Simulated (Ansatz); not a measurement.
# Ligand exchange: C2H9ClSi2 + C4H10O → C2H10OSi2 + C4H9Cl

Species: C2H9ClSi2 `CC[SiH]([SiH3])Cl`, singlet; C4H10O (1-butanol) `CCCCO`, singlet; C2H10OSi2 `CC[SiH](O)[SiH3]`, singlet; C4H9Cl (1-chlorobutane) `CCCCCl`, singlet. The partners trade Cl for OH: Si–Cl and C–OH bonds give way to Si–OH and C–Cl.

Shapes, held fixed at every level: PBE0-D4/def2-TZVP. Flexible molecules stand in one conformer, not always the lowest. Programs: Ansatz 0.2.0. Electronic energies: no zero-point or thermal term.

| level | kind | ΔE (kJ/mol) | less CCSD(T)/CBS estimate |
| --- | --- | --- | --- |
| HF/def2-TZVPP | Hartree–Fock | -9.8 | +3.6 |
| PBE-D4/def2-TZVPP | GGA | -6.9 | +6.5 |
| r2SCAN-D4/def2-TZVPP | meta-GGA | -10.2 | +3.2 |
| B3LYP-D4/def2-TZVPP | global hybrid | -12.2 | +1.2 |
| PBE0-D4/def2-TZVPP | global hybrid | -6.3 | +7.1 |
| B2PLYP/def2-TZVPP | double hybrid | -13.7 | -0.3 |
| CCSD/def2-TZVPP | coupled cluster or CI | -12.7 | +0.7 |
| CCSD(T)/CBS estimate | coupled cluster or CI | -13.4 | 0.0 |

The highest level, CCSD(T)/CBS estimate, gives ΔE = -13.4 kJ/mol; the levels span -13.7 to -6.3. The column of differences is taken from that level and isn't an error. No measured value is set beside it here. The CBS estimate extrapolates MP2 from def2-TZVPP and def2-QZVPP and adds CCSD(T) − MP2 in the triple-zeta set, cores frozen.

Every level favours moving hydroxyl to silicon and chlorine to carbon, but only modestly. Both elements form stronger bonds to oxygen than to chlorine, so the reaction energy measures how much greater that preference is for silicon. Silicon is more electropositive than carbon, which makes Si–O strongly polar, and oxygen lone-pair donation into σ* orbitals on silicon adds to the bond. Si–Cl gains from the same polarity, so much of the advantage cancels.

Hartree–Fock already gives -9.8 kJ/mol, which suggests that the preference is mainly electrostatic and orbital in origin, with correlation strengthening it. Exact exchange alone does not order the functionals: PBE and PBE0 nearly agree, while B3LYP is distinctly more exothermic. The spread probably reflects uneven cancellation of errors between the polar bonds broken and formed.

The sign of the electronic reaction energy is therefore well supported, but it does not establish this exchange as the preferred reaction, since chlorosilanes and alcohols ordinarily give alkoxysilanes and hydrogen chloride.
